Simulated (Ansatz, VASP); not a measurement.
**Two plane-wave programs on Cu**

```
Cu
1.0
     0.00000    1.78181    1.78181
     1.78181    0.00000    1.78181
     1.78181    1.78181    0.00000
Cu
1
Cartesian
  0.0000 0.0000 0.0000
```

Alike in both runs: functional PBEsol; k mesh 24 × 24 × 24; occupations fermi-dirac, width 0.05 eV; no spin polarisation.

Ansatz relaxed the structure, and its values are those at the end. VASP's run is a single point on that final structure, the one shown.

|  | VASP | Ansatz |
| --- | --- | --- |
| version | VASP 6.6.1 | Ansatz 0.2.0 |
| potentials or method | VASP PAW PBE potentials, release 64 (Cu) | PAW with Ansatz's default frozen-core files, scalar-relativistic |
| plane-wave cutoff (eV) | 520 | 420 |
| valence electrons in the cell | 11 | 19 |

```tsv
	VASP	Ansatz	Ansatz less VASP
pressure (GPa)	0.7	0.0	-0.69
```

With one functional, cell and mesh, what is left measures potentials, basis and numerics. The two sets of potentials don't hold the same shells in valence.

Caveats: the PAW data sets were made with another functional, which shifts forces and pressure a little (VASP).
